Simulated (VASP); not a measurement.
MgO, 4 atoms in the cell. Symmetry: P6_3mc, No. 186, hexagonal system. The conventional cell has a = 3.308 Å, b = 3.308 Å, c = 4.983 Å, α = 90.00°, β = 90.00°, γ = 120.00°. Mg (site symmetry 3m) has 4 O at 1.97 to 1.99 Å as nearest neighbours. O (site symmetry 3m) has 4 Mg at 1.97 to 1.99 Å as nearest neighbours. Measurements of this composition are mostly on another form, of space group No. 225. The cell isn't the ideal one: the database cell kept.

```yaml
Program: VASP 6.6.1
Task: single point
Functional: LDA
Potentials_or_basis: VASP PAW LDA potentials, release 64 (Mg, O)
Cutoff: 520 eV
k_mesh: 9 × 9 × 6
Occupations: gaussian, width 0.02 eV
Spin: no spin polarisation
Dipole_correction: no
Further_INCAR_settings: ALGO = Normal; EDIFF = 1e-06; NBANDS = 16
```

Potentials or basis: VASP PAW LDA potentials, release 64 (Mg, O).

Launch:

```sh
$ cat potpaw_LDA.64/Mg/POTCAR potpaw_LDA.64/O/POTCAR > POTCAR
$ mpirun -np 1 vasp_std > vasp.out
```

Hardware: 1 thread of Intel(R) Xeon(R) Platinum 8488C (Sapphire Rapids), on a shared host.

Problem. Estimate the wall time of this run.

Solution. Wall time 27 s on 1 thread of Intel(R) Xeon(R) Platinum 8488C (Sapphire Rapids) (shared host), peak memory 0.17 GiB. Counts: scf iterations 12, k points 48.
